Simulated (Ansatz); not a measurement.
# Si: the crystal squeezed far

An exercise on one series of results from a longer session: the logs are not shown, and one member is left open.

Method: DFT PBE, with the methods named in each step, in Ansatz 0.2.0.

## Starting point

The structure is hexagonal, space group P6_3/mmc (No. 194). Conventional cell: a = 2.836 Å, b = 2.836 Å, c = 4.594 Å, α = 90.00°, β = 90.00°, γ = 120.00°. Around Si (site symmetry -6m2) lie 12 Si at 2.82 to 2.84 Å.

As a file:

```
CELL_PARAMETERS angstrom
2.83597 0.00000 0.00000
-1.41798 2.45602 0.00000
0.00000 0.00000 4.59427
ATOMIC_POSITIONS crystal
Si 0.33333 0.66667 0.25000
Si 0.66667 0.33333 0.75000
```

Whether this phase is the stable one at these pressures isn't tested.

Atoms are numbered in the order of the input: Si1, Si2.

Set-up of the first run:

input.yaml reads:

```yaml
crystal:
  lattice:
    - [2.8359687699, 0.0, 0.0]
    - [-1.417984385, 2.4560209991, 0.0]
    - [0.0, 0.0, 4.5942694073]
  atoms:
    - { symbol: Si, position: [0.3333333333, 0.6666666667, 0.25] }
    - { symbol: Si, position: [0.6666666667, 0.3333333333, 0.75] }
kpoints:
  mp_grid: { grid: [17, 17, 9] }
scf:
  occupations: { method: fermi_dirac, width: 0.08 }
hamiltonian:
  xc: pbe
  pseudopotentials: { kind: paw }
output:
  forces: true
  stress: true
relax:
  f_tol: 0.005
  max_steps: 40
  cell: {}
```

The run is started by

```sh
$ ansatz run input.yaml --threads 1 --pin off --max-ram 2048MiB --backend cpu --events-out ev --progress --plain --runs-dir out
```

Among the steps run: Cell relaxed at zero pressure, PAW; Volume scaled by 1, PAW; Shape and atoms relaxed at 0.88 of the volume, PAW; Volume scaled by 0.88, PAW; Shape and atoms relaxed at 0.78 of the volume, PAW; Volume scaled by 0.78, PAW; Shape and atoms relaxed at 0.68 of the volume, PAW; Volume scaled by 0.68, PAW; Shape and atoms relaxed at 0.58 of the volume, PAW; Volume scaled by 0.58, PAW; Shape and atoms relaxed at 0.5 of the volume, PAW; Volume scaled by 0.5, PAW; Shape and atoms relaxed at 0.43 of the volume, PAW; Volume scaled by 0.43, PAW; Volume scaled by 0.43, PAW (level accurate).

One table of the session follows, with a row left open; its other results are not shown here.

| method | volume over the first | volume (Å³/atom) | pressure (GPa) |
| --- | --- | --- | --- |
| PAW | 1 | 14.349 | 0.00 |
| PAW | 0.88 | ? | ? |
| PAW | 0.78 | 11.192 | 38.42 |
| PAW | 0.68 | 9.758 | 82.26 |
| PAW | 0.58 | 8.323 | 165.55 |
| PAW | 0.5 | 7.175 | 289.05 |
| PAW | 0.43 | 6.170 | 480.14 |
| PAW (level accurate) | 0.43 | 6.170 | 479.60 |

**Question.** Estimate the row for PAW, 0.88.

As computed: volume (Å³/atom): 12.627; pressure (GPa): 14.80. In the column «volume (Å³/atom)» it lies between PAW, 0.78 (11.192) and PAW, 1 (14.349).

To keep in mind: Warnings in the runs' records: written density without core change.
